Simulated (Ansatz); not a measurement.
# HfO2 (P2_1/c): the host for defect calculations

Before any defect goes in: HfO2 (P2_1/c) at rest, and how it screens a charge.

Program: Ansatz 0.2.0. Level of theory: plane-wave PAW DFT, r2SCAN; relaxation of the host's cell and atoms; PAW set soft_1, in the first sound run; inputs show where later runs differ. Results are calculated unless marked as measured.

## Step 1: The structure

Symmetry: P2_1/c, No. 14, monoclinic system. Conventional cell: a = 5.094 Å, b = 5.151 Å, c = 5.276 Å, α = 90.00°, β = 99.56°, γ = 90.00°. Nearest to Hf lie 7 O at 2.03 to 2.24 Å. Nearest to O lie 4 Hf at 2.13 to 2.24 Å. Nearest to O lie 3 Hf at 2.03 to 2.13 Å. Farther neighbours and most contacts between anions are not listed.

## Step 2: Host cell relaxation

Lattice and positions are set free, within the symmetry that the program keeps.

Input file cell/input.yaml:

```yaml
crystal:
  lattice:
    - [5.094175, 0.0, 0.0]
    - [0.0, 5.1506447, 0.0]
    - [-0.876169, 0.0, 5.2029535]
  atoms:
    - { symbol: Hf, position: [0.27613578, 0.45806468, 0.70790733] }
    - { symbol: Hf, position: [0.72386422, 0.95806468, 0.79209267] }
    - { symbol: Hf, position: [0.72386422, 0.54193532, 0.29209267] }
    - { symbol: Hf, position: [0.27613578, 0.04193532, 0.20790733] }
    - { symbol: O, position: [0.44799782, 0.74252595, 0.97857799] }
    - { symbol: O, position: [0.55200218, 0.24252595, 0.52142201] }
    - { symbol: O, position: [0.55200218, 0.25747405, 0.02142201] }
    - { symbol: O, position: [0.44799782, 0.75747405, 0.47857799] }
    - { symbol: O, position: [0.06836078, 0.33075888, 0.34625278] }
    - { symbol: O, position: [0.93163922, 0.83075888, 0.15374722] }
    - { symbol: O, position: [0.93163922, 0.66924112, 0.65374722] }
    - { symbol: O, position: [0.06836078, 0.16924112, 0.84625278] }
basis:
  ecutwfc: 500
  xc_grid: 2
hamiltonian:
  xc: r2scan
  pseudopotentials: { kind: paw, azcp: { folder: soft_1 } }
kpoints:
  mp_grid: { grid: [6, 6, 6] }
scf:
  occupations: { method: fixed }
  max_iter: 100
relax:
  f_tol: 0.005
  max_steps: 60
  cell: {}
output:
  forces: true
  stress: true
checkpoint:
  write: "../cell.run"
  compress: false
  write_wavefunctions: false
  write_every: 100000
```

Started as:

```bash
> ansatz run input.yaml --threads 32 --pin off --max-ram 56524MiB --backend cuda --events-out ev --progress --plain --runs-dir out --max-vram 78GiB
```

Numbers of over 12 decimals in the logs are rounded to 6 here.

Log:

```text
Engine: ansatz 0.2.0, aarch64-unknown-linux-gnu
[...]
Pseudopotential: Hf, paw, valence charge 26, recommended cutoff 500 eV (meta_gga), soft_1/Hf.paw.azcp
Pseudopotential: O, paw, valence charge 6, recommended cutoff 500 eV (meta_gga), soft_1/O.paw.azcp
Functional definition: r2SCAN
[...]
Crystal: 12 atoms, lattice volume = 136.517 Å³
Basis set: ecut = 500 eV, 3489 PW (Γ), exchange–correlation on 80×80×80 points (8 copies of the dense FFT grid, shifted against one another)
Bands: 92, of which v1, the nominal top of the filled ones, is band 76 counted from 1 (75 counted from 0)
[...]
Space group: P21/c (ITA 14), of the structure as read, at distance tolerance 5.1e-5 Å
k-points: 80 of 216
[...]
relax step   1: F+E_penalty+E_count = -67508.61004110 eV  Δ(F+E_penalty+E_count) = +0.000e0 eV  max|allowed force component| = 8.328e-2 eV/Å  Δτ_max = 0.0000 Å  P = +3.856 GPa  Ω = 136.517 Å³  (11 SCF [...]
[...]
Crystal: 12 atoms, lattice volume = 138.987 Å³
Basis set: ecut = 500 eV, 3559 PW (Γ), exchange–correlation on 80×80×80 points (8 copies of the dense FFT grid, shifted against one another)
[...]
SCF iter   2: F=—  HF=-67508.632795 eV  |F-HF|=—  |Δ(HF+E_count)|=   3.07e-2  Δρ=1.44e-3  dr2=3.28e-3  dr2_τ=1.05e-4  ethr=5.69e-6  ⟨swp⟩=2.9  Hψ=12931  notcnv=0  defer=1120
[...]
SCF iter   7: F=-67508.631642 eV  HF=-67508.631642 eV  |F-HF|=3.00e-7  |Δ(HF+E_count)|=   8.98e-7  Δρ=2.46e-5  dr2=7.84e-7  dr2_τ=1.10e-7  ethr=7.89e-10  ⟨swp⟩=4.0  Hψ=29455  notcnv=0
SCF 2 converged in 7 iterations: F = -67508.631642 eV  dr2 = 7.84e-7
[...]
relax step   7: F+E_penalty+E_count = -67508.63475212 eV  Δ(F+E_penalty+E_count) = -1.167e-3 eV  max|allowed force component| = 1.858e-3 eV/Å  Δτ_max = 0.0000 Å  P = -0.010 GPa  Ω = 138.457 Å³  stress [...]
[...]
--- Relaxed structure (6 steps of the walk, 6 accepted, 1 SCFs on fresh bases) ---
[...]
```

It took 7.3 s on 1 × NVIDIA GB200 with 32 threads of Arm Neoverse V2, shared host; peak memory 1.1 GiB.

Relaxation path:

```
step  energy less that of the first step (eV)  largest force component (eV/Å)  pressure (GPa)  volume (Å³)
   1                                   0.0000                          0.0833            3.86       136.52
   2                                  -0.0216                          0.0283           -0.76       138.99
   3                                  -0.0230                          0.0221           -0.06       138.56
   4                                  -0.0232                          0.0074            0.05       138.51
   5                                  -0.0234                          0.0062            0.03       138.50
   6                                  -0.0235                          0.0018            0.00       138.46
   7                                  -0.0247                          0.0019           -0.01       138.46
```

The log counts 1 steps on a newly chosen plane-wave basis, not all of them marked here; energy and pressure can jump at such steps.

```
     cell as run  before  after  change
           a (Å)   5.094  5.115  +0.4 %
           b (Å)   5.151  5.181  +0.6 %
           c (Å)   5.276  5.297  +0.4 %
           β (°)   99.56  99.46  -0.1 %
volume (Å³/atom)   11.38  11.54  +1.4 %
```

The atoms that moved most (Å, as changes of fractional coordinates times the final cell):

```
atom      dx      dy      dz  length
 O11  -0.010  -0.014   0.010   0.020
  O9   0.010   0.014  -0.010   0.020
 O12   0.010  -0.014  -0.010   0.020
 O10  -0.010   0.014   0.010   0.020
```

This step gave:

```yaml
pressure: -0.01023 GPa
```

The relaxation ends with a largest force component of 0.0019 eV/Å and a pressure of -0.01 GPa.

## Step 3: Dielectric tensors of the host

The response to a uniform electric field gives the electronic dielectric tensor.

This step: plane-wave PAW DFPT, PBEsol; dielectric tensors, Born charges and zone-centre modes of the host; PAW set soft_1 (Ansatz 0.2.0).

Input file eps/input.yaml:

```yaml
crystal:
  lattice:
    - [5.1147252449, 0.0, 0.0043909604]
    - [0.0, 5.1813143374, 0.0]
    - [-0.8752188019, 0.0, 5.2238375711]
  atoms:
    - { symbol: Hf, position: [0.2761773384, 0.4581728403, 0.7082614185] }
    - { symbol: Hf, position: [0.7238226616, 0.9581728403, 0.7917385815] }
    - { symbol: Hf, position: [0.7238226616, 0.5418271597, 0.2917385815] }
    - { symbol: Hf, position: [0.2761773384, 0.0418271597, 0.2082614185] }
    - { symbol: O, position: [0.4479969725, 0.7423715742, 0.9784219222] }
    - { symbol: O, position: [0.5520030275, 0.2423715742, 0.5215780778] }
    - { symbol: O, position: [0.5520030275, 0.2576284258, 0.0215780778] }
    - { symbol: O, position: [0.4479969725, 0.7576284258, 0.4784219222] }
    - { symbol: O, position: [0.0699426689, 0.3334753591, 0.3442632163] }
    - { symbol: O, position: [0.9300573311, 0.8334753591, 0.1557367837] }
    - { symbol: O, position: [0.9300573311, 0.6665246409, 0.6557367837] }
    - { symbol: O, position: [0.0699426689, 0.1665246409, 0.8442632163] }
basis:
  ecutwfc: 420
hamiltonian:
  xc: pbesol
  pseudopotentials: { kind: paw, azcp: { folder: soft_1 }, xc_functional: pbe }
kpoints:
  mp_grid: { grid: [5, 5, 5] }
scf:
  occupations: { method: fixed }
  max_iter: 100
phonons:
  method: dfpt
  dielectric: true
  rigid_motions: translations
```

Log:

```text
[...]
Crystal: 12 atoms, lattice volume = 138.457 Å³
Basis set: ecut = 420 eV, 2703 PW (Γ), exchange–correlation on 72×72×72 points (8 copies of the dense FFT grid, shifted against one another)
Bands: 92, of which v1, the nominal top of the filled ones, is band 76 counted from 1 (75 counted from 0)
[...]
k-points: 63 of 125 (irreducible under 1 space group operation, time reversal used)
[...]
SCF iter   1: F=—  HF=-66907.247310 eV  |F-HF|=—  |Δ(HF+E_count)|=         —  Δρ=9.31e-2  dr2=9.73e0  ethr=3.10e-3  ⟨swp⟩=4.0  Hψ=16602  notcnv=0  defer=739
[...]
SCF iter   2: F=—  HF=-66905.007605 eV  |F-HF|=—  |Δ(HF+E_count)|=    2.24e0  Δρ=4.13e-2  dr2=2.20e0  ethr=3.10e-3  ⟨swp⟩=2.0  Hψ=11534  notcnv=0  defer=739
[...]
SCF iter  14: F=-66904.251193 eV  HF=-66904.251193 eV  |F-HF|=1.46e-11  |Δ(HF+E_count)|=  2.91e-11  Δρ=1.45e-7  dr2=2.06e-11  ethr=1.00e-12  ⟨swp⟩=14.7  Hψ=42076  notcnv=0
SCF 1 converged in 14 iterations: F = -66904.251193 eV  dr2 = 2.06e-11
[...]
SCF 1 converged in 5 iterations: F = -66903.964366 eV  dr2 = 8.75e-8
[...]
SCF converged after 14 iterations
[...]
```

Wall time 21 s (1 × NVIDIA GB200 with 32 threads); peak memory 4.2 GiB; 3.8 min of CPU time.

The column dr2 measures how far the density is from self-consistency, as an energy; F and HF (Harris–Foulkes) agree once it is small.

Electronic dielectric tensor:

```
5.04 0.00 0.14
0.00 5.06 0.00
0.14 0.00 4.74
```

Static dielectric tensor:

```
21.35  0.00  1.58
 0.00 19.46  0.00
 1.58  0.00 15.71
```

The principal values of the electronic dielectric tensor are 4.68, 5.06 and 5.09. The principal values of the static dielectric tensor are 15.30, 19.46 and 21.76.

## Step 4: Primitive cell on a dense mesh

A dense mesh gives the host's converged energy, against which the supercell's sampling is tested.

This step: plane-wave PAW DFT, r2SCAN; single point of the host's primitive cell on a dense mesh; PAW set soft_1 (Ansatz 0.2.0).

dense/input.yaml, as its differences from eps/input.yaml of step 3:

```diff
@@ -19,14 +19,11 @@
 basis:
-  ecutwfc: 420
+  ecutwfc: 500
+  xc_grid: 2
 hamiltonian:
-  xc: pbesol
-  pseudopotentials: { kind: paw, azcp: { folder: soft_1 }, xc_functional: pbe }
+  xc: r2scan
+  pseudopotentials: { kind: paw, azcp: { folder: soft_1 } }
 kpoints:
-  mp_grid: { grid: [5, 5, 5] }
+  mp_grid: { grid: [6, 6, 6] }
 scf:
-  occupations: { method: fixed }
-  max_iter: 100
-phonons:
-  method: dfpt
-  dielectric: true
-  rigid_motions: translations
+  occupations: { method: fermi_dirac, width: 0.01 }
+  max_iter: 80
```

Log:

```text
[...]
Crystal: 12 atoms, lattice volume = 138.457 Å³
Basis set: ecut = 500 eV, 3535 PW (Γ), exchange–correlation on 80×80×80 points (8 copies of the dense FFT grid, shifted against one another)
Bands: 88, of which v1, the nominal top of the filled ones, is band 76 counted from 1 (75 counted from 0)
[...]
k-points: 80 of 216
[...]
SCF iter   2: F=—  HF=-67508.857997 eV  |F-HF|=—  |Δ(HF+E_count)|=   9.43e-1  Δρ=4.47e-2  dr2=2.39e0  dr2_τ=1.63e-1  ethr=3.10e-3  ⟨swp⟩=2.3  Hψ=14787  notcnv=0  defer=482
[...]
SCF iter  10: F=—  HF=-67508.634752 eV  |F-HF|=—  |Δ(HF+E_count)|=   2.31e-7  Δρ=1.08e-5  dr2=1.44e-7  dr2_τ=1.77e-8  ethr=3.95e-9  ⟨swp⟩=2.0  Hψ=11530  notcnv=0  defer=482
SCF iter  11: F=-67508.634752 eV  HF=-67508.634752 eV  |F-HF|=1.09e-9  |Δ(HF+E_count)|=   7.72e-8  Δρ=2.44e-6  dr2=7.72e-9  dr2_τ=2.63e-10  ethr=9.11e-11  ⟨swp⟩=3.0  Hψ=14066  notcnv=0
SCF 1 converged in 11 iterations: F = -67508.634752 eV  dr2 = 7.72e-9
[...]
SCF converged after 11 iterations
Free energy (F): -67508.634752 eV
[...]
Fermi energy:    14.892710 eV
[...]
```

Wall time 2.4 s (1 × NVIDIA GB200 with 32 threads); peak memory 1.1 GiB.

## Step 5: Self-consistent run

This step: plane-wave PAW DFT, r2SCAN; single point of the defect-free supercell, a test of its k-points; PAW set soft_1 (Ansatz 0.2.0).

System of this step: HfO2 (P2_1/c). The cell holds 96 atoms: 32 Hf and 64 O. Cell: a = 10.229 Å, b = 10.363 Å, c = 10.593 Å, α = 90.0°, β = 99.5°, γ = 90.0°.

Input file pristine.sampling/input.yaml:

```yaml
crystal:
  lattice:
    - [10.2294504898, 0.0, 0.0087819208]
    - [0.0, 10.3626286749, 0.0]
    - [-1.7504376039, 0.0, 10.4476751421]
  atoms:
    - { symbol: Hf, position: [0.1380886692, 0.2290864202, 0.3541307092] }
    - { symbol: Hf, position: [0.3619113308, 0.4790864202, 0.3958692908] }
    - { symbol: Hf, position: [0.3619113308, 0.2709135798, 0.1458692908] }
    - { symbol: Hf, position: [0.1380886692, 0.0209135798, 0.1041307092] }
    - { symbol: O, position: [0.2239984862, 0.3711857871, 0.4892109611] }
    - { symbol: O, position: [0.2760015138, 0.1211857871, 0.2607890389] }
    - { symbol: O, position: [0.2760015138, 0.1288142129, 0.0107890389] }
    - { symbol: O, position: [0.2239984862, 0.3788142129, 0.2392109611] }
    - { symbol: O, position: [0.0349713344, 0.1667376796, 0.1721316082] }
    - { symbol: O, position: [0.4650286656, 0.4167376796, 0.0778683918] }
    - { symbol: O, position: [0.4650286656, 0.3332623204, 0.3278683918] }
    - { symbol: O, position: [0.0349713344, 0.0832623204, 0.4221316082] }
    - { symbol: Hf, position: [0.1380886692, 0.2290864202, 0.8541307092] }
    - { symbol: Hf, position: [0.3619113308, 0.4790864202, 0.8958692908] }
    - { symbol: Hf, position: [0.3619113308, 0.2709135798, 0.6458692908] }
    - { symbol: Hf, position: [0.1380886692, 0.0209135798, 0.6041307092] }
    - { symbol: O, position: [0.2239984862, 0.3711857871, 0.9892109611] }
    - { symbol: O, position: [0.2760015138, 0.1211857871, 0.7607890389] }
    - { symbol: O, position: [0.2760015138, 0.1288142129, 0.5107890389] }
    - { symbol: O, position: [0.2239984862, 0.3788142129, 0.7392109611] }
    - { symbol: O, position: [0.0349713344, 0.1667376796, 0.6721316081] }
    - { symbol: O, position: [0.4650286656, 0.4167376796, 0.5778683919] }
    - { symbol: O, position: [0.4650286656, 0.3332623204, 0.8278683919] }
    - { symbol: O, position: [0.0349713344, 0.0832623204, 0.9221316082] }
    - { symbol: Hf, position: [0.1380886692, 0.7290864202, 0.3541307092] }
    - { symbol: Hf, position: [0.3619113308, 0.9790864202, 0.3958692908] }
    - { symbol: Hf, position: [0.3619113308, 0.7709135798, 0.1458692908] }
    - { symbol: Hf, position: [0.1380886692, 0.5209135798, 0.1041307092] }
    - { symbol: O, position: [0.2239984862, 0.8711857871, 0.4892109611] }
    - { symbol: O, position: [0.2760015138, 0.6211857871, 0.2607890389] }
[... 60 atom lines left out ...]
    - { symbol: O, position: [0.7760015138, 0.6288142129, 0.5107890389] }
    - { symbol: O, position: [0.7239984862, 0.8788142129, 0.7392109611] }
    - { symbol: O, position: [0.5349713344, 0.6667376796, 0.6721316081] }
    - { symbol: O, position: [0.9650286656, 0.9167376796, 0.5778683919] }
    - { symbol: O, position: [0.9650286656, 0.8332623204, 0.8278683919] }
    - { symbol: O, position: [0.5349713344, 0.5832623204, 0.9221316082] }
basis:
  ecutwfc: 500
  xc_grid: 2
hamiltonian:
  xc: r2scan
  pseudopotentials: { kind: paw, azcp: { folder: soft_1 } }
kpoints:
  mp_grid: { grid: [1, 1, 1], shift: [0.25, 0.25, 0.25] }
scf:
  occupations: { method: fermi_dirac, width: 0.01 }
  max_iter: 80
```

Log:

```text
[...]
Crystal: 96 atoms, lattice volume = 1107.655 Å³
Basis set: ecut = 500 eV, 28081 PW (Γ), exchange–correlation on 150×160×160 points (8 copies of the dense FFT grid, shifted against one another)
Bands: 704, of which v1, the nominal top of the filled ones, is band 608 counted from 1 (607 counted from 0)
[...]
k-points: 1
[...]
SCF iter   2: F=—  HF=-540070.864401 eV  |F-HF|=—  |Δ(HF+E_count)|=    7.55e0  Δρ=4.47e-2  dr2=1.91e1  dr2_τ=1.31e0  ethr=3.10e-3  ⟨swp⟩=3.0  Hψ=1431  notcnv=0  defer=88
[...]
SCF iter  10: F=—  HF=-540069.086994 eV  |F-HF|=—  |Δ(HF+E_count)|=   2.42e-6  Δρ=1.16e-5  dr2=1.26e-6  dr2_τ=1.90e-7  ethr=3.87e-9  ⟨swp⟩=2.0  Hψ=1222  notcnv=0  defer=88
SCF iter  11: F=-540069.086995 eV  HF=-540069.086995 eV  |F-HF|=3.78e-7  |Δ(HF+E_count)|=   6.38e-7  Δρ=4.08e-6  dr2=1.41e-7  dr2_τ=2.02e-8  ethr=8.22e-11  ⟨swp⟩=3.0  Hψ=1732  notcnv=0
SCF 1 converged in 11 iterations: F = -540069.086995 eV  dr2 = 1.41e-7
[...]
SCF converged after 11 iterations
Free energy (F): -540069.086995 eV
[...]
Fermi energy:    14.934947 eV
[...]
```

Wall time 1.7 s (1 × NVIDIA GB200 with 32 threads); peak memory 1.5 GiB.

This step gave:

* energy over dense mesh: -9.35e-5 eV/atom

[end of part 1 of 2]

[Logs are printed without paths, hosts, clocks, repeated set-up lines and the standing remarks that a program may print on its own settings, such as how far it seeks lower states.]

[Hosts, paths, dates, database ids (printed as entryN), source tags and the programs' standing remarks are cut or masked in the printed files.]

[Runs of the host that timed out are not shown.]

[For some hosts the program warned that the k-mesh of the response run may be too coarse for force constants and the static dielectric constant; such warnings are not always shown.]
